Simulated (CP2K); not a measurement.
The system is Ir.

```
Ir
1.0
     2.70907    0.00000    0.00000
     1.35453    2.34612    0.00000
     1.35453    0.78204    2.21194
Ir
1
Cartesian
  0.0000 0.0000 0.0000
```

Base run:

* Program: CP2K 2026.2
* Functional: PBE
* Potentials or basis: POTENTIAL_UZH Ir GTH-PBE-q17; TZVP-MOLOPT-PBE-GTH basis
* Density cutoff: 9184 eV
* k mesh: 12 × 12 × 12
* Occupations: fermi-dirac, width 0.05 eV
* Spin: no spin polarisation

Its results: band gap on the k mesh none (metal or under the smearing width); pressure 9.2 GPa.

Question: After a change of settings the same cell gave: band gap on the k mesh none (metal or under the smearing width); pressure -1.7 GPa. Which change was it?
A. functional from PBE to r2SCAN
B. functional from PBE to OLYP
C. functional from PBE to vdW-DF-cx
D. functional from PBE to PBEsol

Answer: D.

PBEsol binds more tightly than PBE, so the same cell stands under less pressure.

Caveats: spin-orbit coupling is left out, which moves the levels of the heavy elements; the basis of atomic orbitals isn't converged, which shifts pressures, moduli and gaps; the potentials were made for another functional, which shifts forces and pressure (some runs).
